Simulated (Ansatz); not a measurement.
Ga under changes of volume

One of the cells (17.718 Å³/atom); the others are scaled copies at fixed shape and fractional positions:

```
Ga
1.0
    -1.38440    1.38440    2.31122
     1.38440   -1.38440    2.31122
     1.38440    1.38440   -2.31122
Ga
1
Direct
  0.00000 0.00000 0.00000
```

This isn't the form of Ga at room conditions, which is orthorhombic.

* Program: Ansatz 0.2.0
* Functional: PBEsol
* Potentials or basis: Ansatz PAW
* Cutoff: 420 eV (not typed: the program's choice for these potentials)
* k mesh: 13 × 13 × 13
* Occupations: fermi-dirac, width 0.05 eV
* Spin: no spin polarisation

```tsv
volume (Å³/atom)	energy over the lowest point (meV/atom)	pressure (GPa)
16.655	?	?
17.010	4.41	2.5
17.364	0.65	1.0
17.718	0.00	-0.3
18.073	2.10	-1.5
18.427	6.62	-2.5
18.781	13.20	-3.3
```

Task: What does the run at 16.655 Å³/atom give?

Result: Energy over the lowest point 11.66 meV/atom; pressure 4.1 GPa.

Worked out: A Birch-Murnaghan fit of order 3 (a polynomial in V^(-2/3)) to the other rows has its minimum at 17.62 Å³/atom with B0 = V·E''(V) = 64 GPa and B' = 5.6 at fixed shape and positions, which overstates the stiffness. It gives 11.78 meV/atom at 16.655 Å³/atom, against the run's 11.66, and -dE/dV = 4.2 GPa, against 4.1.

Energies are extrapolated to zero smearing.

Caveats: the PAW data sets come from PBE, with cores solved anew for the run's functional, which leaves a small shift of forces and pressure.
